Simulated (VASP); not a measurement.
# TiSe2 (P-3m1) in VASP: further runs, part 2 of 3

VASP 6.6.1. Earlier steps stand in the parts before.

## Step 3: Single point, PBE+D3(BJ)

The COD entry that gives the cell may itself be a prediction, so a difference from it is no test against experiment.

This run uses another cell than the first one, of 20.51 Å³/atom, 0.962 times its volume.

The input, INCAR:

```
PREC = Accurate
ENCUT = 520
EDIFF = 1E-7
ISMEAR = 0
SIGMA = 0.05
LREAL = False
LASPH = True
NELM = 100
ALGO = Normal
ISIF = 2
LWAVE = False
LCHARG = False
GGA = PE
IVDW = 12
NBANDS = 19
```

The input, KPOINTS:

```
Automatic mesh
0
Gamma
  12 12 6
```

The input, POSCAR:

```
TiSe2
1.0
    3.4825660007      0.0000000000      0.0000000000
   -1.7412830004      3.0159906270      0.0000000000
    0.0000000000      0.0000000000      5.8593270092
Ti Se
1 2
Direct
    0.0000000000      0.0000000000      0.0000000000
    0.3333333333      0.6666666667      0.2649368735
    0.6666666667      0.3333333333      0.7350631265
```

Potentials or basis: VASP PAW PBE potentials, release 64 (Ti_sv, Se).

The run is started by

```sh
> cat potpaw_PBE.64/Ti_sv/POTCAR potpaw_PBE.64/Se/POTCAR > POTCAR
> mpirun -np 1 vasp_std > vasp.out
```

OUTCAR:

```text
PREC = Accurate
   ENCUT = 520
   EDIFF = 1E-7
   ISMEAR = 0
   LREAL = False
   LASPH = True
   NELM = 100
   ISIF = 2
   GGA = PE
   IVDW = 12
 IVDW          = 12

 ion  position               nearest neighbor table
   1  0.000  0.000  0.000-   2 2.54   3 2.54   3 2.54   2 2.54   3 2.54   2 2.54
   2  0.333  0.667  0.265-   1 2.54   1 2.54   1 2.54
   3  0.667  0.333  0.735-   1 2.54   1 2.54   1 2.54

  LATTYP: Found a hexagonal cell.
 ALAT       =     3.4825660007
 C/A-ratio  =     1.6824740746

  Lattice vectors:

 A1 = (   3.4825660007,   0.0000000000,   0.0000000000)
 A2 = (  -1.7412830004,   3.0159906270,   0.0000000000)
 A3 = (   0.0000000000,   0.0000000000,   5.8593270092)

Analysis of symmetry for initial positions (statically):
=====================================================================
 Subroutine PRICEL returns:
 Original cell was already a primitive cell.

 Routine SETGRP: Setting up the symmetry group for a
 hexagonal supercell.

 Subroutine GETGRP returns: Found 12 space group operations
 (whereof 12 operations were pure point group operations)
 out of a pool of 24 trial point group operations.

The static configuration has the point symmetry D_3d.

Analysis of symmetry for dynamics (positions and initial velocities):
=====================================================================
 Subroutine PRICEL returns:
 Original cell was already a primitive cell.

 Routine SETGRP: Setting up the symmetry group for a
 hexagonal supercell.

 Subroutine GETGRP returns: Found 12 space group operations
 (whereof 12 operations were pure point group operations)
 out of a pool of 24 trial point group operations.

The dynamic configuration has the point symmetry D_3d.

 Subroutine INISYM returns: Found 12 space group operations
 (whereof 12 operations are pure point group operations),
 and found     1 'primitive' translations

----------------------------------------------------------------------------------------

                                     Primitive cell

  volume of cell :      61.5428

  direct lattice vectors                    reciprocal lattice vectors
     3.482566001  0.000000000  0.000000000     0.287144594  0.165783009  0.000000000
    -1.741283000  3.015990627  0.000000000     0.000000000  0.331566017  0.000000000
     0.000000000  0.000000000  5.859327009     0.000000000  0.000000000  0.170668065

  length of vectors
     3.482566001  3.482566001  5.859327009     0.331566017  0.331566017  0.170668065

  position of ions in fractional coordinates (direct lattice)
     0.000000000  0.000000000  0.000000000
     0.333333333  0.666666667  0.264936873
     0.666666667  0.333333333  0.735063127

  ion indices of the primitive-cell ions
   primitive index   ion index
                 1           1
                 2           2
                 3           3

----------------------------------------------------------------------------------------

 KPOINTS: Automatic mesh

Automatic generation of k-mesh.
 Grid dimensions read from file:
 generate k-points for:   12   12    6

 Generating k-lattice:

  Cartesian coordinates                     Fractional coordinates (reciprocal lattice)
     0.023928716  0.013815251  0.000000000     0.083333333 -0.000000000  0.000000000
     0.000000000  0.027630501  0.000000000     0.000000000  0.083333333  0.000000000
     0.000000000  0.000000000  0.028444677     0.000000000  0.000000000  0.166666667

  Length of vectors
     0.027630501  0.027630501  0.028444677

  Shift w.r.t. Gamma in fractional coordinates (k-lattice)
     0.000000000  0.000000000  0.000000000

 Subroutine IBZKPT returns following result:
 ===========================================

 Found    100 irreducible k-points:

 Following reciprocal coordinates:
            Coordinates               Weight
  0.000000  0.000000  0.000000      1.000000
  0.083333  0.000000  0.000000      6.000000
  0.166667  0.000000  0.000000      6.000000
  0.250000  0.000000  0.000000      6.000000
  0.333333  0.000000  0.000000      6.000000
  0.416667  0.000000  0.000000      6.000000
[... 16 lines left out ...]
  0.166667  0.000000  0.166667      6.000000
  0.000000  0.166667  0.166667      6.000000
 [... further k-points ...]
   k-points           NKPTS =    100   k-points in BZ     NKDIM =    100   number of bands    NBANDS=     19
   number of dos      NEDOS =    301   number of ions     NIONS =      3
   total plane-waves  NPLWV =  37632
   dimension x,y,z NGX =    28 NGY =   28 NGZ =   48
   dimension x,y,z NGXF=    56 NGYF=   56 NGZF=   96
   ions per type =               1   2
   NGX,Y,Z   is equivalent  to a cutoff of  13.37, 13.37, 13.62 a.u.
   NGXF,Y,Z  is equivalent  to a cutoff of  26.73, 26.73, 27.24 a.u.
 SYSTEM =  unknown system
   PREC   = accura    normal or accurate (medium, high low for compatibility)
   ISTART =      0    job   : 0-new  1-cont  2-samecut
   ICHARG =      2    charge: 1-file 2-atom 10-const
   ISPIN  =      1    spin polarized calculation?
   LNONCOLLINEAR =      F non collinear calculations
   LSORBIT =      F    spin-orbit coupling
   LASPH  =      T    aspherical Exc in radial PAW
   ENCUT  =  520.0 eV  38.22 Ry    6.18 a.u.   6.48  6.48 10.89*2*pi/ulx,y,z
   NELM   =    100;   NELMIN=  2; NELMDL= -5     # of ELM steps
   EDIFF  = 0.1E-06   stopping-criterion for ELM
   LREAL  =      F    real-space projection
   EDIFFG = 0.1E-05   stopping-criterion for IOM
   NSW    =      0    number of steps for IOM
   IBRION =     -1    ionic relax: 0-MD 1-quasi-New 2-CG
   NFREE  =      0    steps in history (QN), initial steepest desc. (CG)
   ISIF   =      2    stress and relaxation
   ISYM   =      2    0-nonsym 1-usesym 2-fastsym
   POTIM  = 0.5000    time-step for ionic-motion
   TEBEG  =    0.0;   TEEND  =   0.0 temperature during run
   PSTRESS=    0.0 pullay stress
   NELECT =      24.0000    total number of electrons
   NUPDOWN=      -1.0000    fix difference up-down
   EMIN   =  10.00;   EMAX   =-10.00  energy-range for DOS
   EFERMI =   0.00;   METHOD = LEGACY
   ISMEAR =     0;   SIGMA  =   0.05  broadening in eV -4-tet -1-fermi 0-gaus
   EFERMI_NEDOS =   21; number of points for ismear=-14 and -15
   IALGO  =     38    algorithm
   IMIX   =      4    mixing-type and parameters
     AMIX     =   0.40;   BMIX     =  1.00
     AMIX_MAG =   1.60;   BMIX_MAG =  1.00
  volume/ion in A,a.u.               =      20.51       138.44
  Fermi-wavevector in a.u.,A,eV,Ry     =   1.196060  2.260225 19.463937  1.430559
  Thomas-Fermi vector in A             =   2.332010
   LORBIT       =      0    0 simple, 1 ext, 2 COOP (PROOUT), +10 PAW based schemes
   GGA     = PE    functional components
   LHFCALC =     F    Hartree Fock is set to
   AEXX    =    0.0000 exact exchange contribution
   IVDW    =    12    specifies the selected vdW correction
   LEPSILON=     F    determine dielectric tensor
   LRPA    =     F    only Hartree local field effects (RPA)
 non-spin polarized calculation
 Gauss-broadening in eV      SIGMA  =   0.05
  energy-cutoff  :      520.00
  volume of cell :       61.54
 maximum number of plane-waves:      1690
 NGX is ok and might be reduce to    28
   NGX = 13   NGY = 13   NGZ = 21

 number of electron      24.0000002 magnetization

 Free energy of the ion-electron system (eV)
  ---------------------------------------------------
  ext. energy  EPLUGINS =         0.00000000
  ---------------------------------------------------
  free energy    TOTEN  =       -18.12411292 eV

  energy without entropy =      -18.12296381  energy(sigma->0) =      -18.12353837

 E-fermi :   5.3877     XC(G=0): -10.3024

 val. band max:        5.3823648941   @ k =   0.0000   0.4167   0.1667
 cond. band min:       5.3905488720   @ k =   0.0833   0.0000   0.0000
 fundamental gap:      0.0081839778
 Fermi energy:         5.3876672740

 k-point     1 :       0.0000    0.0000    0.0000
  band No.  band energies     occupation
      1     -52.1347      2.00000
      2     -28.3681      2.00000
      3     -28.3535      2.00000
      4     -28.3535      2.00000
      5      -8.8239      2.00000
      6      -7.2078      2.00000
[... 11 lines left out ...]
     18      11.0977      0.00000
     19      11.5468      0.00000
[... 489 lines left out ...]
      3     -28.3624      2.00000
      4     -28.3595      2.00000
      5      -8.4418      2.00000
      6      -7.2175      2.00000
[... 11 lines left out ...]
     18      12.4131      0.00000
     19      13.0925      0.00000

 [... further k-points ...]

------------------------ aborting loop because EDIFF is reached ----------------------------------------

 Edisp (eV)   -1.35207

 E8    (eV) :    -0.5865

  FORCE on cell =-STRESS in cart. coord.  units (eV):
  Direction    XX          YY          ZZ          XY          YZ          ZX
  --------------------------------------------------------------------------------------
  -------------------------------------------------------------------------------------
  Total       0.03994     0.03994     0.04957    -0.00000     0.00000     0.00000
  in kB       1.03977     1.03977     1.29060    -0.00000     0.00000     0.00000
  external pressure =        1.12 kB  Pullay stress =        0.00 kB

 VOLUME and BASIS-vectors are now :
 -----------------------------------------------------------------------------
  energy-cutoff  :      520.00
  volume of cell :       61.54
      direct lattice vectors                 reciprocal lattice vectors
     3.482566001  0.000000000  0.000000000     0.287144594  0.165783009  0.000000000
    -1.741283000  3.015990627  0.000000000     0.000000000  0.331566017  0.000000000
     0.000000000  0.000000000  5.859327009     0.000000000  0.000000000  0.170668065

 POSITION                                       TOTAL-FORCE (eV/Angst)
 -----------------------------------------------------------------------------------
      0.00000      0.00000      0.00000         0.000000      0.000000      0.000000
     -0.00000      2.01066      1.55235         0.000000     -0.000000      0.018644
      1.74128      1.00533      4.30698        -0.000000      0.000000     -0.018644
 -----------------------------------------------------------------------------------
    total drift:                               -0.000000     -0.000000      0.000000

  FREE ENERGIE OF THE ION-ELECTRON SYSTEM (eV)
  ---------------------------------------------------
  free  energy   TOTEN  =       -19.4761871470 eV

  energy  without entropy=      -19.4750380406  energy(sigma->0) =      -19.47561259
```

stdout:

```text
POSCAR found type information on POSCAR TiSe
 POSCAR found :  2 types and       3 ions
 scaLAPACK will be used
 LDA part: xc-table for (Slater+PW92), standard interpolation
 POSCAR, INCAR and KPOINTS ok, starting setup
 FFT: planning ... GRIDC
 FFT: planning ... GRID_SOFT
 FFT: planning ... GRID
 WAVECAR not read
 entering main loop
```

Wall time 2.4 min (1 thread of AMD EPYC 7R13 (Zen 3), shared host); peak memory 0.24 GiB.

Results:

- Free energy: -19.4762 eV
- Pressure: 0.1 GPa
- Largest force: 0.019 eV/Å
- Band gap on the k mesh: none (metal or under the smearing width)
- Dispersion energy per atom: -0.451 eV

Forces on the atoms (eV/Å):
```
Ti   0.000  0.000  0.000
Se   0.000  0.000  0.019
Se   0.000  0.000 -0.019
```

Caveat: pairwise dispersion overbinds metals, which lowers pressure and volume.

(Part 2 of 3 ends here.)
